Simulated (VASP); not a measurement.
Set up this calculation in VASP 6.6.1, as the native input.

```yaml
Task: band structure
Functional: TB-mBJ
Potentials_or_basis: VASP PAW PBE potentials, release 64 (Pb_d, O)
Cutoff: 520 eV
k_mesh: 6 × 6 × 6
Occupations: gaussian, width 0.02 eV
Spin: no spin polarisation
Ladder: gaps
Further_INCAR_settings: ALGO = Normal; EDIFF = 1e-06
```

PbO:

```
Pb O
1.0
     5.87600    0.00000    0.00000
     0.00000    5.47600    0.00000
     0.00000    0.00000    4.74300
Pb O
4 4
Direct
  0.76900 0.51400 0.25000
  0.23100 0.48600 0.75000
  0.76900 0.98600 0.75000
  0.23100 0.01400 0.25000
  0.13200 0.58200 0.25000
  0.86800 0.41800 0.75000
  0.13200 0.91800 0.75000
  0.86800 0.08200 0.25000
```

These files were run (other wordings do the same):

POSCAR

```
PbO
1.0
    5.8760000000      0.0000000000      0.0000000000
    0.0000000000      5.4760000000      0.0000000000
    0.0000000000      0.0000000000      4.7430000000
Pb O
4 4
Direct
    0.7690000000      0.5140000000      0.2500000000
    0.2310000000      0.4860000000      0.7500000000
    0.7690000000      0.9860000000      0.7500000000
    0.2310000000      0.0140000000      0.2500000000
    0.1320000000      0.5820000000      0.2500000000
    0.8680000000      0.4180000000      0.7500000000
    0.1320000000      0.9180000000      0.7500000000
    0.8680000000      0.0820000000      0.2500000000
```

INCAR.step1

```
SYSTEM = PbO
PREC = Accurate
ENCUT = 520
EDIFF = 1E-5
ISMEAR = 0
SIGMA = 0.02
LREAL = .FALSE.
LASPH = .TRUE.
NELM = 100
ALGO = Normal
ISIF = 2
LWAVE = .TRUE.
LCHARG = .FALSE.
GGA = PE
KPAR = 2
```

INCAR.step2

```
SYSTEM = PbO
PREC = Accurate
ENCUT = 520
EDIFF = 1E-6
ISMEAR = 0
SIGMA = 0.02
LREAL = .FALSE.
LASPH = .TRUE.
NELM = 100
ALGO = Normal
ISIF = 2
LWAVE = .FALSE.
LCHARG = .FALSE.
METAGGA = MBJ
ISTART = 1
KPAR = 2
```

KPOINTS

```
regular mesh
0
G
  6 6 6
  0 0 0
```

KPOINTS_OPT

```
path GXSYGZURTZ,YT,UX,SR
15
line-mode
reciprocal
 0.0000000000  0.0000000000  0.0000000000  G
 0.0000000000  0.0000000000 -0.5000000000  X

 0.0000000000  0.0000000000 -0.5000000000  X
 0.0000000000 -0.5000000000 -0.5000000000  S

 0.0000000000 -0.5000000000 -0.5000000000  S
 0.0000000000 -0.5000000000  0.0000000000  Y

 0.0000000000 -0.5000000000  0.0000000000  Y
 0.0000000000  0.0000000000  0.0000000000  G

 0.0000000000  0.0000000000  0.0000000000  G
-0.5000000000  0.0000000000  0.0000000000  Z

-0.5000000000  0.0000000000  0.0000000000  Z
-0.5000000000  0.0000000000 -0.5000000000  U

-0.5000000000  0.0000000000 -0.5000000000  U
-0.5000000000 -0.5000000000 -0.5000000000  R

-0.5000000000 -0.5000000000 -0.5000000000  R
-0.5000000000 -0.5000000000  0.0000000000  T

-0.5000000000 -0.5000000000  0.0000000000  T
-0.5000000000  0.0000000000  0.0000000000  Z

 0.0000000000 -0.5000000000  0.0000000000  Y
-0.5000000000 -0.5000000000  0.0000000000  T

-0.5000000000  0.0000000000 -0.5000000000  U
 0.0000000000  0.0000000000 -0.5000000000  X

 0.0000000000 -0.5000000000 -0.5000000000  S
-0.5000000000 -0.5000000000 -0.5000000000  R
```

Potentials or basis: VASP PAW PBE potentials, release 64 (Pb_d, O).

Command:

```bash
$ cat potpaw_PBE.64/Pb_d/POTCAR potpaw_PBE.64/O/POTCAR > POTCAR
$ cp INCAR.step1 INCAR
$ mpirun -np 2 vasp_std > vasp.out
$ cp INCAR.step2 INCAR
$ mpirun -np 2 vasp_std > vasp.out
```

Results of the run:

```
Band gap on the k mesh  : 2.71 eV, indirect (least direct gap 2.92 eV)
Band gap along the path : 2.70 eV, indirect (least direct gap 2.92 eV)
```

Caveat: spin-orbit coupling is left out, which as a rule narrows the gap of such compounds by several tenths of an eV.

Run time: 15 min on 2 MPI ranks on Intel(R) Xeon(R) Platinum 8559C (Emerald Rapids), with other jobs on the host, peak memory 0.69 GiB a rank.
